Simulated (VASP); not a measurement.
A run of VASP 6.6.1 is set up as follows.

File INCAR:

```
SYSTEM = Te
PREC     = Accurate       ! precision mode
ENCUT    = 600            ! plane-wave cutoff, eV
EDIFF    = 1E-6           ! SCF threshold, eV
ISMEAR   = -1             ! smearing method
SIGMA    = 0.05           ! smearing width, eV
LREAL    = .False.        ! projectors in reciprocal space
LASPH    = .True.         ! aspherical terms in the spheres
NELM     = 80             ! most SCF steps
ALGO     = Normal         ! electronic algorithm
ISIF     = 3              ! what is computed and relaxed
LWAVE    = .False.        ! write WAVECAR
LCHARG   = .False.        ! write CHGCAR
GGA      = PE             ! functional
IVDW     = 11             ! dispersion correction
IBRION   = 2              ! ionic algorithm
NSW      = 60             ! ionic steps
EDIFFG   = -0.005         ! ionic threshold
```

KPOINTS

```
Automatic mesh
0
Gamma
  4 4 5
  0 0 0
```

The input POSCAR:

```
Te
1.0
    5.8500400000      0.0000000000      0.0000000000
    0.0000000000      5.8500400000      0.0000000000
    0.0000000000      0.0000000000      4.7912000000
Te
4
Direct
    0.0000000000      0.0000000000      0.0000000000
    0.5000000000      0.5000000000      0.0000000000
    0.0000000000      0.5000000000      0.8300400000
    0.5000000000      0.0000000000      0.1699600000
```

Potentials or basis: VASP PAW PBE potentials, release 64 (Te).

Run with:

```bash
$ cat potpaw_PBE.64/Te/POTCAR > POTCAR
$ mpirun -np 1 vasp_std > vasp.out
```

(1) Predict the band gap on the k mesh.

(2) Predict the relaxed cell.

(3) Estimate the space group after relaxing (to 0.05 Å).

(4) Predict the relaxed volume.

Answers

(1) 0.14 eV, indirect (least direct gap 0.79 eV).

(2) a = 5.789 Å, b = 5.789 Å, c = 4.369 Å, α = 90.00°, β = 90.00°, γ = 90.00°.

(3) P4/nmm (No. 129).

(4) 36.61 Å³/atom.

Caveat: spin-orbit coupling is left out, which moves the levels of the heavy elements; an odd mesh through Γ misses points on the zone boundary, where band edges often lie.
